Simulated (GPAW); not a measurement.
Runs of GPAW 26.7.0 on HfO2. The structure is cubic, space group Fm-3m (No. 225). The conventional cell has a = 5.115 Å, b = 5.115 Å, c = 5.115 Å, α = 90.00°, β = 90.00°, γ = 90.00°. Around Hf (site symmetry m-3m) lie 8 O at 2.21 Å. Around O (site symmetry -43m) lie 4 Hf at 2.21 Å. Measurements of this composition are mostly on another form, of space group No. 14.

| task | level | potentials or basis | spin | U | cell | k mesh | band path | band points | spin axis theta (degrees) | spin axis phi (degrees) | soc after scf | gap on the mesh (eV) | pressure (GPa) | V0 of scaled cells (Å³/atom) | relaxed volume (Å³/atom) | B0 (GPa) |
| --- | --- | --- | --- | --- | --- | --- | --- | --- | --- | --- | --- | --- | --- | --- | --- | --- |
| band structure | BP86 | PAW data sets generated in the run's folder for this functional, pw | SOC, no magnetisation | - | as given | 7 × 7 × 7 | GXWKGLUWLK,UX | 60 | 90 | 0 | second variation | 3.85 | -3.6 | - | - | - |
| relaxation of cell and atoms | revPBE+D3(BJ) | the program's PAW data sets (release 1.2.1) made for this functional, pw | off | - | relaxed to 20 GPa | 9 × 9 × 9 | - | - | - | - | - | 4.11 | 20.1 | - | - | - |
| relaxation of cell and atoms | RPBE+D4 | the program's PAW data sets (release 1.2.1) made for this functional, pw | off | - | relaxed to 1 GPa | 9 × 9 × 9 | - | - | - | - | - | 3.97 | 0.3 | - | - | - |
| equation of state | PBEsol | PAW data sets generated in the run's folder for this functional, pw | off | - | as given | 7 × 7 × 7 | - | - | - | - | - | - | - | (b) | - | 271 |
| relaxation of cell and atoms | RPBE+D3(BJ) | the program's PAW data sets (release 1.2.1) made for this functional, pw | off | - | relaxed | 9 × 9 × 9 | - | - | - | - | - | 4.10 | -0.1 | - | 10.35 | - |
| equation of state | LDA+U | the program's PAW data sets (release 1.2.1) made for this functional, pw | off | Hf d U = 8 eV | as given | 7 × 7 × 7 | - | - | - | - | - | - | - | 11.40 | - | 247 |
| equation of state | revPBE+D3 | the program's PAW data sets (release 1.2.1) made for this functional, pw | off | - | as given | 7 × 7 × 7 | - | - | - | - | - | - | - | 10.95 | - | 251 |
| relaxation of cell and atoms | PBEsol+D4 | PAW data sets generated in the run's folder for this functional, pw | off | - | relaxed | 9 × 9 × 9 | - | - | - | - | - | (a) | 0.6 | - | - | - |
| relaxation of cell and atoms | PBEsol+D3(BJ) | PAW data sets generated in the run's folder for this functional, pw | off | - | relaxed | 9 × 9 × 9 | - | - | - | - | - | 3.85 | 0.0 | - | 10.56 | - |
| equation of state | BLYP+D3 | PAW data sets generated in the run's folder for this functional, pw | off | - | as given | 7 × 7 × 7 | - | - | - | - | - | - | - | 10.95 | - | 251 |

Alike in all rows: cutoff (eV) 800; smearing fermi-dirac 0.05 eV.

**Question.** Fill in the values left out.

**Answer.** (a) 3.84; (b) 10.70.

Caveats: later steps reuse the first step's grids (some runs); spin-orbit coupling is left out, which moves the levels of the heavy elements (some runs); an odd mesh through Γ misses points on the zone boundary, where band edges often lie (some runs); spin-orbit coupling was added after a scalar SCF, so levels and gaps hold it while energy, forces, pressure and moments don't (some runs); this program's spin-orbit splittings come out too wide for heavy elements (some runs); the mesh misses the band edges, which the band path finds closer together (some runs).

A k mesh can miss the band edges, and rows without SOC leave out spin-orbit coupling on Hf.

Runs at the PBE level aren't shown here.
